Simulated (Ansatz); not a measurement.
TiSi2, DFT, PBE, all-electron LAPW, scalar-relativistic (Ansatz 0.2.0), run on 2 threads of Intel(R) Xeon(R) Platinum 8488C (Sapphire Rapids) on a shared host.

The cell is COD entry 1010453, as deposited and not checked against the literature; nothing was relaxed. It is an old determination, and later ones may differ. The listed cell was then made from it by scaling, straining or moving an atom.

Command: `ansatz run input.yaml --threads 2 --pin off --max-ram 6144MiB --backend cpu --events-out ev --progress --plain --runs-dir out`

```yaml
crystal:
  lattice:
    - [-0.083795, 4.075385, 4.22032]
    - [2.343885, -0.06648, 4.237635]
    - [2.34532, 4.094135, -0.065045]
  atoms:
    - { symbol: Ti, position: [0.75, 0.75, 0.75] }
    - { symbol: Ti, position: [0.5, 0.5, 0.5] }
    - { symbol: Si, position: [0.083, 0.417, 0.083] }
    - { symbol: Si, position: [0.417, 0.083, 0.417] }
    - { symbol: Si, position: [0.167, 0.833, 0.167] }
    - { symbol: Si, position: [0.833, 0.167, 0.833] }
kpoints:
  mp_grid: { grid: [8, 8, 8] }
  band_path:
    path:
      - [0.0, 0.0, 0.0]
      - [0.5, 0.5, 0.0]
      - [0.5, 0.0, 0.5]
      - [0.0, 0.0, 0.0]
      - [0.5, 0.0, 0.0]
      - [-0.5, -0.5, -0.5]
      - [0.0, 0.0, 0.0]
      - [0.0, 0.0, -0.5]
      - [0.0, -0.5, 0.0]
    npoints: 5
scf:
  occupations: { method: fermi_dirac, width: 0.08 }
hamiltonian:
  xc: pbe
  pseudopotentials: { kind: all_electron, lapw: { basis_error: 0.0005 } }
output:
  forces: true
  stress: true
  eigenvalues: true
```

**Question.** How large is the problem that the program sets up?

**Answer.** 260 irreducible k-points, 841 plane waves at Γ, 44 bands.

**Question.** Estimate the wall time and the peak memory.

**Answer.** 99 s of wall time for 9 SCF iterations, with a peak of 1.9 GiB. Times on shared machines scatter by tens of per cent.
